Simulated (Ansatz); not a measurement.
## TiAl3 in Ansatz: the effect of functional

The system is TiAl3.

```
CELL_PARAMETERS angstrom
-1.92376 1.92376 4.30902
1.92376 -1.92376 4.30902
1.92376 1.92376 -4.30902
ATOMIC_POSITIONS crystal
Ti 0.00000 0.00000 0.00000
Al 0.25000 0.75000 0.50000
Al 0.75000 0.25000 0.50000
Al 0.50000 0.50000 0.00000
```

The cell comes from a database or a generator and needn't be the stable form of this composition.

The cell isn't the ideal one: volume scaled by 1.02.

Alike in all runs:

```yaml
Program: Ansatz 0.2.0
Task: single point
Potentials_or_basis: Ansatz PAW
k_mesh: 10 × 10 × 10
Occupations: fermi-dirac, width 0.05 eV
Spin: no spin polarisation
```

One run gave: pressure -5.4 GPa. Which functional did it use?
A. LDA
B. r2SCAN
C. PBEsol

A.

```tsv
functional	cutoff	pressure (GPa)
LDA	420 eV (not typed: the program's choice for these potentials)	-5.4
PBEsol	420 eV (not typed: the program's choice for these potentials)	-2.6
r2SCAN	500 eV (not typed: the program's choice for these potentials)	-2.1
```

Caveats: the PAW data sets come from PBE, with cores solved anew for the run's functional, which leaves a small shift of forces and pressure.
